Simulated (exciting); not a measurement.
Zn, 1 atom in the cell. The structure is cubic, space group Fm-3m (No. 225). Conventional cell: a = 3.930 Å, b = 3.930 Å, c = 3.930 Å, α = 90.00°, β = 90.00°, γ = 90.00°. Zn (site symmetry m-3m) is surrounded by 12 Zn at 2.78 Å. This isn't the form of Zn at room conditions, which is hcp.

```yaml
Program: exciting (release sodium)
Task: real-space fields
Functional: mPWPW91
Dispersion: D2
Potentials_or_basis: all-electron LAPW+lo, shipped species files, valence relativity iora*
rgkmax: 8
k_mesh: 12 × 12 × 12
Occupations: methfessel-paxton, width 0.05 eV
Spin: collinear spin, ferromagnetic start
outputlevel: normal
reducebf: 0.5
gmaxvr_cutoff_of_density_and_potential: 14 1/bohr
lmaxapw_and_lmaxmat: 10
lmaxvr: 8
nempty: 16
Valence_relativity: iora*
epsengy: 1e-05 Ha
epspot: 1e-05 Ha
maxscl: 90
Muffin-tin_radii: Zn 2.0 bohr
```

Potentials or basis: all-electron LAPW+lo, shipped species files, valence relativity iora*.

Command:

```console
$ OMP_NUM_THREADS=1 exciting_smp
```

Hardware: 1 thread of Intel(R) Xeon(R) Platinum 8375C CPU @ 2.90GHz (Ice Lake) (shared host).

Problem. How long does it take, and how much memory?

Solution. Run time: 80 s on 1 thread of Intel(R) Xeon(R) Platinum 8375C CPU @ 2.90GHz (Ice Lake), on a shared host, peak memory 0.12 GiB. Counts: scf iterations 15, plane waves 125.
